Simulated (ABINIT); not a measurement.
# AlAs (F-43m): bands and cutoff in G0W0 with ABINIT, part 2 of 2

What does each rung of G0W0 on AlAs (F-43m) cost, and what does it buy?

ABINIT 10.8.3; LDA and many-body steps on it, plane waves. Known limits of the many-body steps: not at the basis limit; no spin-orbit coupling; coarse k mesh.

So far. Step 3 (Screening, 4×4×4 mesh, 156 bands, screening to 149.7 eV): Local fields lower ε∞ by 11 %. On a Γ-centred mesh this coarse the value itself is usually too large, while a short band sum pulls it down. Step 4 (156 bands, 149.7 eV): The gap on the mesh goes from 1.35 eV to 1.83 eV, a correction of +0.48 eV.

## Step 6: 241 bands, 203.5 eV

This step: G0W0 on LDA, plane waves, norm-conserving pseudopotentials.

run.abi

```
acell 3*1.0 Angstrom
rprim 
  0.000000000000 2.830400000000 2.830400000000
  2.830400000000 0.000000000000 2.830400000000
  2.830400000000 2.830400000000 -0.000000000000
ntypat 2
znucl 13 33
natom 2
typat 1 2
xred 
  0.000000000000 0.000000000000 0.000000000000
  0.250000000000 0.250000000000 0.250000000000
pp_dirpath "pseudos"
pseudos "Al.upf, As.upf"
ecut 44
ngkpt 4 4 4
nshiftk 1
shiftk 0 0 0
kptopt 1
chksymbreak 0
istwfk *1
occopt 1
irdwfk 1
optdriver 4
nband 241
gwcalctyp 0
ecutsigx 44
symsigma 1
nkptgw 3
kptgw 
  0.0000000000 0.0000000000 0.0000000000
  0.5000000000 0.5000000000 0.0000000000
  0.5000000000 0.0000000000 0.0000000000
bdgw 
  11 17
  12 15
  12 16
ecuteps 7.48
irdscr 1
ppmodel 1
indata_prefix "in"
outdata_prefix "out"
tmpdata_prefix "tmp"
```

Command:

```console
> OMP_NUM_THREADS=1 mpirun -n 4 abinit run.abi > log
```

Output:

```text
.Version 10.8.3 of ABINIT. v10.8.2 released Aug 2026.

 Symmetries : space group F-4 3 m (#216); Bravais cF (face-center cubic)
[... echo of the input left out ...]
== DATASET  1 ==================================================================
-   mpi_nproc: 4, omp_nthreads: 1 (-1 if OMP is not activated)

--- !DatasetInfo
iteration_state: {dtset: 1, }
dimensions: {natom: 2, nkpt: 8, mband: 241, nsppol: 1, nspinor: 1, nspden: 1, mpw: 4314, }
cutoff_energies: {ecut:  44.0, pawecutdg:  -1.0, }
electrons: {nelect:   2.60000000E+01, charge:   0.00000000E+00, occopt:   1.00000000E+00, tsmear:   1.00000000E-02, }

 SIGMA: Calculation of the GW corrections

 Based on a program developped by R.W. Godby, V. Olevano, G. Onida, and L. Reining.
 Incorporated in ABINIT by V. Olevano, G.-M. Rignanese, and M. Torrent.
.Using double precision arithmetic ; gwpc =  8

[... cell and pseudopotentials left out ...]
--------------------------------------------------------------------------------

 ==== K-mesh for the wavefunctions ====
 Number of points in the irreducible wedge :     8
[... list of points left out ...]
 Together with 24 symmetry operations and time-reversal symmetry
 yields    64 points in the full Brillouin Zone.

 ==== Q-mesh for screening function ====
 Number of points in the irreducible wedge :     8
[... list of points left out ...]
 Together with 24 symmetry operations and time-reversal symmetry
 yields    64 points in the full Brillouin Zone.

 vcoul_init : cutoff-mode = AUXILIARY_FUNCTION
 q-points for optical limit:   1
     1)      0.000010    0.000020    0.000030
 setmesh: FFT mesh size selected  =    45x   45x   45
          total number of points  =        91125

 Number of electrons calculated from density =   26.0000; Expected =   26.0000
[...]
number of plane-waves for wavefunctions          4279
 number of bands                                   241
 number of q-points in IBZ                           8
 number of frequencies                               2
 number of real frequencies                          1
 number of imag frequencies                          1

 matrix elements of self-energy operator (all in [eV])

 Perturbative Calculation

--- !SelfEnergy_ee
iteration_state: {dtset: 1, }
kpoint     : [   0.000,    0.000,    0.000, ]
spin       : 1
KS_gap     :    1.833
QP_gap     :    2.670
Delta_QP_KS:    0.837
data: !SigmaeeData |
     Band     E0 <VxcDFT>   SigX SigC(E0)      Z dSigC/dE  Sig(E)    E-E0       E
       11   4.505 -13.368 -15.024   1.050   0.784  -0.276 -13.843  -0.476   4.029
       12   4.505 -13.368 -15.024   1.050   0.784  -0.276 -13.843  -0.476   4.029
       13   4.505 -13.368 -15.024   1.050   0.784  -0.276 -13.843  -0.476   4.029
[...]
--- !SelfEnergy_ee
iteration_state: {dtset: 1, }
kpoint     : [   0.500,    0.500,    0.000, ]
spin       : 1
KS_gap     :    3.520
QP_gap     :    4.268
Delta_QP_KS:    0.748
data: !SigmaeeData |
     Band     E0 <VxcDFT>   SigX SigC(E0)      Z dSigC/dE  Sig(E)    E-E0       E
[...]
--- !SelfEnergy_ee
iteration_state: {dtset: 1, }
kpoint     : [   0.500,    0.000,    0.000, ]
spin       : 1
KS_gap     :    2.830
QP_gap     :    3.589
Delta_QP_KS:    0.759
data: !SigmaeeData |
     Band     E0 <VxcDFT>   SigX SigC(E0)      Z dSigC/dE  Sig(E)    E-E0       E
[...]
15   9.157  -9.434  -4.697  -4.549   0.789  -0.268  -9.286   0.149   9.306
       16   9.157  -9.434  -4.697  -4.549   0.789  -0.268  -9.286   0.149   9.306

== END DATASET(S) ==============================================================
================================================================================

 -outvars: echo values of variables after computation  --------
           etotal      0.0000000000E+00
            nband         241
             nkpt           8
          spgroup         216
 [... the other variables as echoed above ...]

 Calculation completed.
```

Elapsed: 41 s, on 4 MPI ranks of Arm Neoverse V2, shared host; peak memory 1.6 GiB; 2.7 min of CPU time.

This step gave:

```
G0W0 gap on the points computed              : 1.892 eV
starting gap on the mesh                     : 1.346 eV
k of the valence top                         : 0, 0, 0
k of the conduction bottom                   : 0.5, 0.5, 0
Z at the valence top                         : 0.784
Z at the conduction bottom                   : 0.802
least direct G0W0 gap on the computed points : 2.671 eV
```

Against G0W0 in ABINIT (4×4×4 mesh, 156 bands, screening to 149.7 eV, Godby-Needs plasmon pole), the gap moves by +0.063 eV.

## Step 7: Screening, 4×4×4 mesh, 360 bands, screening to 269.4 eV

This step: RPA screening on LDA, plane waves, norm-conserving pseudopotentials.

run.abi, as its differences from that of step 6:

```diff
@@ -23,19 +23,8 @@
 irdwfk 1
-optdriver 4
-nband 241
-gwcalctyp 0
-ecutsigx 44
-symsigma 1
-nkptgw 3
-kptgw 
-  0.0000000000 0.0000000000 0.0000000000
-  0.5000000000 0.5000000000 0.0000000000
-  0.5000000000 0.0000000000 0.0000000000
-bdgw 
-  11 17
-  12 15
-  12 16
-ecuteps 7.48
-irdscr 1
-ppmodel 1
+optdriver 3
+nband 360
+ecuteps 9.9
+inclvkb 2
+awtr 1
+symchi 1
 indata_prefix "in"
```

Output:

```text
.Version 10.8.3 of ABINIT. v10.8.2 released Aug 2026.

 Symmetries : space group F-4 3 m (#216); Bravais cF (face-center cubic)
[... echo of the input left out ...]
== DATASET  1 ==================================================================
-   mpi_nproc: 4, omp_nthreads: 1 (-1 if OMP is not activated)

--- !DatasetInfo
iteration_state: {dtset: 1, }
dimensions: {natom: 2, nkpt: 8, mband: 360, nsppol: 1, nspinor: 1, nspden: 1, mpw: 4314, }
cutoff_energies: {ecut:  44.0, pawecutdg:  -1.0, }
[...]
--------------------------------------------------------------------------------
[... chi0 elements left out ...]
 For q-point:  0.000010 0.000020 0.000030
  dielectric constant =  15.7814
  dielectric constant without local fields =  17.6386

  Average fulfillment of the sum rule on Im[epsilon] for q-point    1 :     74.37  [%]
[... wings left out ...]
  q-point number  2        q = ( 0.250000, 0.000000, 0.000000) [r.l.u.]
--------------------------------------------------------------------------------
[... chi0 elements left out ...]
  Average fulfillment of the sum rule on Im[epsilon] for q-point    2 :     80.76  [%]

 [... 6 further q-points ...]
```

Wall time 3.4 min (4 MPI ranks); peak memory 3 GiB.

Numbers from this step:

| Property | Result |
| --- | --- |
| ε∞ with local fields, on this mesh, along the program's q direction | 15.78 |
| the same without local fields | 17.64 |
| plasma frequency | 28.12 eV |
| plane waves in the screening matrix | 459 |

## Step 8: 360 bands, 269.4 eV

This step: G0W0 on LDA, plane waves, norm-conserving pseudopotentials.

run.abi, as its differences from that of step 7:

```diff
@@ -23,8 +23,19 @@
 irdwfk 1
-optdriver 3
+optdriver 4
 nband 360
+gwcalctyp 0
+ecutsigx 44
+symsigma 1
+nkptgw 3
+kptgw 
+  0.0000000000 0.0000000000 0.0000000000
+  0.5000000000 0.5000000000 0.0000000000
+  0.5000000000 0.0000000000 0.0000000000
+bdgw 
+  11 17
+  12 15
+  12 16
 ecuteps 9.9
-inclvkb 2
-awtr 1
-symchi 1
+irdscr 1
+ppmodel 1
 indata_prefix "in"
```

Output:

```text
.Version 10.8.3 of ABINIT. v10.8.2 released Aug 2026.

 Symmetries : space group F-4 3 m (#216); Bravais cF (face-center cubic)
[... echo of the input left out ...]
== DATASET  1 ==================================================================
-   mpi_nproc: 4, omp_nthreads: 1 (-1 if OMP is not activated)

--- !DatasetInfo
iteration_state: {dtset: 1, }
dimensions: {natom: 2, nkpt: 8, mband: 360, nsppol: 1, nspinor: 1, nspden: 1, mpw: 4314, }
cutoff_energies: {ecut:  44.0, pawecutdg:  -1.0, }
[...]
Band     E0 <VxcDFT>   SigX SigC(E0)      Z dSigC/dE  Sig(E)    E-E0       E
[...]
15   9.157  -9.434  -4.697  -4.575   0.789  -0.268  -9.306   0.128   9.286
       16   9.157  -9.434  -4.697  -4.575   0.789  -0.268  -9.306   0.128   9.286

== END DATASET(S) ==============================================================
================================================================================

 -outvars: echo values of variables after computation  --------
           etotal      0.0000000000E+00
            nband         360
             nkpt           8
          spgroup         216
 [... the other variables as echoed above ...]

 Calculation completed.
```

The job ended after 2.1 min (4 MPI ranks; peak memory 3 GiB; 8.5 min of CPU time).

This step gave:

```
G0W0 gap on the points computed              : 1.928 eV
starting gap on the mesh                     : 1.346 eV
k of the valence top                         : 0, 0, 0
k of the conduction bottom                   : 0.5, 0.5, 0
least direct G0W0 gap on the computed points : 2.674 eV
```

Against G0W0 in ABINIT (4×4×4 mesh, 241 bands, screening to 203.5 eV, Godby-Needs plasmon pole), the gap moves by +0.036 eV.

## Step 9: Screening, 4×4×4 mesh, 548 bands, screening to 359.2 eV

This step: RPA screening on LDA, plane waves, norm-conserving pseudopotentials.

run.abi, as its differences from that of step 8:

```diff
@@ -23,19 +23,8 @@
 irdwfk 1
-optdriver 4
-nband 360
-gwcalctyp 0
-ecutsigx 44
-symsigma 1
-nkptgw 3
-kptgw 
-  0.0000000000 0.0000000000 0.0000000000
-  0.5000000000 0.5000000000 0.0000000000
-  0.5000000000 0.0000000000 0.0000000000
-bdgw 
-  11 17
-  12 15
-  12 16
-ecuteps 9.9
-irdscr 1
-ppmodel 1
+optdriver 3
+nband 548
+ecuteps 13.2
+inclvkb 2
+awtr 1
+symchi 1
 indata_prefix "in"
```

Output:

```text
.Version 10.8.3 of ABINIT. v10.8.2 released Aug 2026.

 Symmetries : space group F-4 3 m (#216); Bravais cF (face-center cubic)
[... echo of the input left out ...]
== DATASET  1 ==================================================================
-   mpi_nproc: 4, omp_nthreads: 1 (-1 if OMP is not activated)

--- !DatasetInfo
iteration_state: {dtset: 1, }
dimensions: {natom: 2, nkpt: 8, mband: 548, nsppol: 1, nspinor: 1, nspden: 1, mpw: 4314, }
cutoff_energies: {ecut:  44.0, pawecutdg:  -1.0, }
[...]
--------------------------------------------------------------------------------
[... chi0 elements left out ...]
 For q-point:  0.000010 0.000020 0.000030
  dielectric constant =  15.7839
  dielectric constant without local fields =  17.6399

  Average fulfillment of the sum rule on Im[epsilon] for q-point    1 :     88.09  [%]
[... wings left out ...]
  q-point number  2        q = ( 0.250000, 0.000000, 0.000000) [r.l.u.]
--------------------------------------------------------------------------------
[... chi0 elements left out ...]
  Average fulfillment of the sum rule on Im[epsilon] for q-point    2 :     94.50  [%]

 [... 6 further q-points ...]
```

Wall time 8.4 min (4 MPI ranks); peak memory 4.2 GiB.

This step gave:

| Property | Result |
| --- | --- |
| ε∞ with local fields, on this mesh, along the program's q direction | 15.78 |
| the same without local fields | 17.64 |
| plasma frequency | 28.12 eV |
| plane waves in the screening matrix | 725 |

## Step 10: 548 bands, 359.2 eV

This step: G0W0 on LDA, plane waves, norm-conserving pseudopotentials.

run.abi, as its differences from that of step 9:

```diff
@@ -23,8 +23,19 @@
 irdwfk 1
-optdriver 3
+optdriver 4
 nband 548
+gwcalctyp 0
+ecutsigx 44
+symsigma 1
+nkptgw 3
+kptgw 
+  0.0000000000 0.0000000000 0.0000000000
+  0.5000000000 0.5000000000 0.0000000000
+  0.5000000000 0.0000000000 0.0000000000
+bdgw 
+  11 17
+  12 15
+  12 16
 ecuteps 13.2
-inclvkb 2
-awtr 1
-symchi 1
+irdscr 1
+ppmodel 1
 indata_prefix "in"
```

Output:

```text
.Version 10.8.3 of ABINIT. v10.8.2 released Aug 2026.

 Symmetries : space group F-4 3 m (#216); Bravais cF (face-center cubic)
[... echo of the input left out ...]
== DATASET  1 ==================================================================
-   mpi_nproc: 4, omp_nthreads: 1 (-1 if OMP is not activated)

--- !DatasetInfo
iteration_state: {dtset: 1, }
dimensions: {natom: 2, nkpt: 8, mband: 548, nsppol: 1, nspinor: 1, nspden: 1, mpw: 4314, }
cutoff_energies: {ecut:  44.0, pawecutdg:  -1.0, }
[...]
Band     E0 <VxcDFT>   SigX SigC(E0)      Z dSigC/dE  Sig(E)    E-E0       E
[...]
15   9.157  -9.434  -4.697  -4.592   0.789  -0.267  -9.319   0.115   9.272
       16   9.157  -9.434  -4.697  -4.592   0.789  -0.267  -9.319   0.115   9.272

== END DATASET(S) ==============================================================
================================================================================

 -outvars: echo values of variables after computation  --------
           etotal      0.0000000000E+00
            nband         548
             nkpt           8
          spgroup         216
 [... the other variables as echoed above ...]

 Calculation completed.
```

Run time: 7.8 min. Hardware: 4 MPI ranks; peak memory 4.8 GiB; 31 min of CPU time.

Numbers from this step:

| Property | Result |
| --- | --- |
| G0W0 gap on the points computed | 1.955 eV |
| starting gap on the mesh | 1.346 eV |
| k of the valence top | 0, 0, 0 |
| k of the conduction bottom | 0.5, 0.5, 0 |
| least direct G0W0 gap on the computed points | 2.67 eV |

Against G0W0 in ABINIT (4×4×4 mesh, 360 bands, screening to 269.4 eV, Godby-Needs plasmon pole), the gap moves by +0.027 eV.

## Step 11: Screening, 4×4×4 mesh, 806 bands, screening to 466.9 eV

This step: RPA screening on LDA, plane waves, norm-conserving pseudopotentials.

run.abi, as its differences from that of step 10:

```diff
@@ -23,19 +23,8 @@
 irdwfk 1
-optdriver 4
-nband 548
-gwcalctyp 0
-ecutsigx 44
-symsigma 1
-nkptgw 3
-kptgw 
-  0.0000000000 0.0000000000 0.0000000000
-  0.5000000000 0.5000000000 0.0000000000
-  0.5000000000 0.0000000000 0.0000000000
-bdgw 
-  11 17
-  12 15
-  12 16
-ecuteps 13.2
-irdscr 1
-ppmodel 1
+optdriver 3
+nband 806
+ecuteps 17.16
+inclvkb 2
+awtr 1
+symchi 1
 indata_prefix "in"
```

Output:

```text
.Version 10.8.3 of ABINIT. v10.8.2 released Aug 2026.

 Symmetries : space group F-4 3 m (#216); Bravais cF (face-center cubic)
[... echo of the input left out ...]
== DATASET  1 ==================================================================
-   mpi_nproc: 4, omp_nthreads: 1 (-1 if OMP is not activated)

--- !DatasetInfo
iteration_state: {dtset: 1, }
dimensions: {natom: 2, nkpt: 8, mband: 806, nsppol: 1, nspinor: 1, nspden: 1, mpw: 4314, }
cutoff_energies: {ecut:  44.0, pawecutdg:  -1.0, }
[...]
--------------------------------------------------------------------------------
[... chi0 elements left out ...]
 For q-point:  0.000010 0.000020 0.000030
  dielectric constant =  15.7847
  dielectric constant without local fields =  17.6406

  Average fulfillment of the sum rule on Im[epsilon] for q-point    1 :    100.61  [%]
[... wings left out ...]
  q-point number  2        q = ( 0.250000, 0.000000, 0.000000) [r.l.u.]
--------------------------------------------------------------------------------
[... chi0 elements left out ...]
  Average fulfillment of the sum rule on Im[epsilon] for q-point    2 :    106.77  [%]

 [... 6 further q-points ...]
```

Run time: 22 min. Hardware: 4 MPI ranks; peak memory 7.8 GiB; 87 min of CPU time.

Numbers from this step:

| Quantity | Value |
| --- | --- |
| ε∞ with local fields, on this mesh, along the program's q direction | 15.78 |
| the same without local fields | 17.64 |
| plasma frequency | 28.12 eV |
| plane waves in the screening matrix | 1037 |

## Step 12: 806 bands, 466.9 eV

This step: G0W0 on LDA, plane waves, norm-conserving pseudopotentials.

run.abi, as its differences from that of step 11:

```diff
@@ -23,8 +23,19 @@
 irdwfk 1
-optdriver 3
+optdriver 4
 nband 806
+gwcalctyp 0
+ecutsigx 44
+symsigma 1
+nkptgw 3
+kptgw 
+  0.0000000000 0.0000000000 0.0000000000
+  0.5000000000 0.5000000000 0.0000000000
+  0.5000000000 0.0000000000 0.0000000000
+bdgw 
+  11 17
+  12 15
+  12 16
 ecuteps 17.16
-inclvkb 2
-awtr 1
-symchi 1
+irdscr 1
+ppmodel 1
 indata_prefix "in"
```

Output:

```text
.Version 10.8.3 of ABINIT. v10.8.2 released Aug 2026.

 Symmetries : space group F-4 3 m (#216); Bravais cF (face-center cubic)
[... echo of the input left out ...]
== DATASET  1 ==================================================================
-   mpi_nproc: 4, omp_nthreads: 1 (-1 if OMP is not activated)

--- !DatasetInfo
iteration_state: {dtset: 1, }
dimensions: {natom: 2, nkpt: 8, mband: 806, nsppol: 1, nspinor: 1, nspden: 1, mpw: 4314, }
cutoff_energies: {ecut:  44.0, pawecutdg:  -1.0, }
[...]
Band     E0 <VxcDFT>   SigX SigC(E0)      Z dSigC/dE  Sig(E)    E-E0       E
[...]
15   9.157  -9.434  -4.697  -4.600   0.788  -0.268  -9.326   0.108   9.266
       16   9.157  -9.434  -4.697  -4.600   0.788  -0.268  -9.326   0.108   9.266

== END DATASET(S) ==============================================================
================================================================================

 -outvars: echo values of variables after computation  --------
           etotal      0.0000000000E+00
            nband         806
             nkpt           8
          spgroup         216
 [... the other variables as echoed above ...]

 Calculation completed.
```

Elapsed: 23 min, on 4 MPI ranks; peak memory 9.3 GiB; 1.6 h of CPU time.

This step gave:

- G0W0 gap on the points computed: 1.972 eV
- starting gap on the mesh: 1.346 eV
- k of the valence top: 0, 0, 0
- k of the conduction bottom: 0.5, 0.5, 0
- least direct G0W0 gap on the computed points: 2.666 eV

Against G0W0 in ABINIT (4×4×4 mesh, 548 bands, screening to 359.2 eV, Godby-Needs plasmon pole), the gap moves by +0.017 eV.

## Step 13: Side by side

Times are wall times on 4 MPI ranks of Arm Neoverse V2, shared host, good to a factor of about two. A run's time includes the screening step that it read.

```
                run   mesh  bands  screening cutoff (eV)  DFT gap (eV)  gap on the mesh (eV)  direct (eV)  ε∞ used     time
156 bands, 149.7 eV  4×4×4    156                  149.7         1.346                 1.829        2.656    15.77     45 s
241 bands, 203.5 eV  4×4×4    241                  203.5         1.346                 1.892        2.671    15.78  1.8 min
360 bands, 269.4 eV  4×4×4    360                  269.4         1.346                 1.928        2.674    15.78  5.5 min
548 bands, 359.2 eV  4×4×4    548                  359.2         1.346                 1.955        2.670    15.78   16 min
806 bands, 466.9 eV  4×4×4    806                  466.9         1.346                 1.972        2.666    15.78   45 min
```

## Step 14: What came out

```
156 bands, 149.7 eV : 1.829 eV
241 bands, 203.5 eV : 1.892 eV
360 bands, 269.4 eV : 1.928 eV
548 bands, 359.2 eV : 1.955 eV
806 bands, 466.9 eV : 1.972 eV
known limits        : not at the basis limit; no spin-orbit coupling; coarse k mesh
```

**Reading.** From the first rung to the last the gap moves by +0.14 eV for 61 times the time. In the G0W0 runs levels were corrected at 3 k points alone, so a gap called «on the mesh» is the least over those, and an edge elsewhere would be missed. The 4×4×4 mesh is coarse for this cell, which bears on the long-range parts of exchange and screening. The many-body steps are scalar-relativistic: spin-orbit coupling is not in them.

[Paths, hosts, dates, memory and timing lines, banners, echoed tables and standing remarks are left out of the program output.]

[Logs are printed without paths, hosts, clocks, repeated set-up lines and the standing remarks that a program may print on its own settings, such as how far it seeks lower states.]

[Runs of the session that timed out or met a known fault of the program may be left out.]

[Hosts, paths, dates, database ids (printed as entryN), source tags and the programs' standing remarks are cut or masked in the printed files.]

[G0W0 gaps are taken among the corrected bands and points alone; a level outside them can change the order at an edge.]

[Where Ansatz stands beside ABINIT at settings called matched, ABINIT's density can come from a denser mesh and the files from another edition; pairs whose starting gaps differed by over 0.03 eV were left out, so agreement reads better than it is.]
